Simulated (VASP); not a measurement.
Runs of VASP 6.6.1 on Ti2O. Symmetry: P-3m1, No. 164, trigonal system. Conventional cell: a = 2.919 Å, b = 2.919 Å, c = 4.713 Å, α = 90.00°, β = 90.00°, γ = 120.00°. Ti (site symmetry 3m) has 3 O at 2.14 Å as nearest neighbours. Around O (site symmetry -3m) lie 6 Ti at 2.14 Å. 

```tsv
level	U	gap on the mesh (eV)	pressure (GPa)	largest force (eV/Å)
LDA+U	Ti d U = 8 eV	none	(a)	1.37
LDA	-	none	-1.2	(b)
LDA+U	Ti d U = 5 eV	none	12.6	1.38
LDA+U	Ti d U = 2 eV	none	4.2	1.40
LDA+U	Ti d U = 6 eV	none	15.6	1.38
LDA+U	Ti d U = 3 eV	none	6.9	1.39
LDA+U	Ti d U = 4 eV	none	9.7	1.39
```

Alike in all rows: task single point; potentials or basis VASP PAW LDA potentials, release 64 (Ti_sv, O); no spin polarisation; cell as given; k mesh 10 × 10 × 6; cutoff (eV) 520; smearing fermi-dirac 0.05 eV.

**Question.** Estimate the missing entries.

**Answer.** (a) 21.8; (b) 1.41.

Caveats: forces of over 1 eV/Å show positions far from the minimum, so gaps and moduli don't describe the material at rest; U without spin polarisation on a metal has little footing (some runs); semilocal functionals often make such compounds metallic where correlation or magnetic order opens a gap, which also shifts bond lengths (some runs).

A gap of «none» marks a metal or a gap under the smearing width.
